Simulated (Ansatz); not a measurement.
Set up this calculation in Ansatz 0.2.0, as the native input.

```
Task                : relaxation of cell and atoms
Functional          : r2SCAN
Potentials or basis : Ansatz PAW
Cutoff              : 500 eV (not typed: the program's choice for these potentials)
k mesh              : 11 × 11 × 11
Occupations         : fermi-dirac, width 0.05 eV
Spin                : no spin polarisation
```

Crystal: Li.

```
Li
1.0
    -1.75465    1.75465    1.75465
     1.75465   -1.75465    1.75465
     1.75465    1.75465   -1.75465
Li
1
Direct
  0.00000 0.00000 0.00000
```

The input as run:

input.yaml

```yaml
crystal:
  lattice:
    - [-1.75465, 1.75465, 1.75465]
    - [1.75465, -1.75465, 1.75465]
    - [1.75465, 1.75465, -1.75465]
  atoms:
    - { symbol: Li, position: [0.0, 0.0, 0.0] }
hamiltonian:
  xc: r2scan
  pseudopotentials: { kind: paw }
kpoints:
  mp_grid: { grid: [11, 11, 11] }
scf:
  occupations: { method: fermi_dirac, width: 0.05 }
output:
  forces: true
  stress: true
  eigenvalues: true
relax:
  f_tol: 0.01
  max_steps: 40
  cell: { stress_tol: 0.05 }
```

Potentials or basis: Ansatz PAW.

Command:

```bash
$ ansatz run input.yaml --threads 2 --pin off --max-ram 5632MiB --backend cpu --events-out ev --progress --plain --runs-dir out
```

Results of the run:

| Item | Value |
| --- | --- |
| Relaxed volume | 20.98 Å³/atom |
| Relaxed cell | a = 3.009 Å, b = 3.009 Å, c = 3.009 Å, α = 109.47°, β = 109.47°, γ = 109.47° |
| Space group after relaxing (to 0.05 Å) | Im-3m (No. 229) |
| Energy gained by relaxing | 0.7 meV/atom |
| Ionic steps | 4 |
| Pressure after relaxing | 0.0 GPa |
| Band gap on the k mesh | none (metal or under the smearing width) |

Caveat: the plane-wave basis is chosen anew once the cell has moved, so the energies of steps on either side of that aren't comparable; the PAW data sets were made with another functional, which shifts forces and pressure a little.

It took 4.3 s on 2 threads of Intel(R) Xeon(R) Platinum 8375C CPU @ 2.90GHz (Ice Lake), on a shared host, peak memory 0.31 GiB.
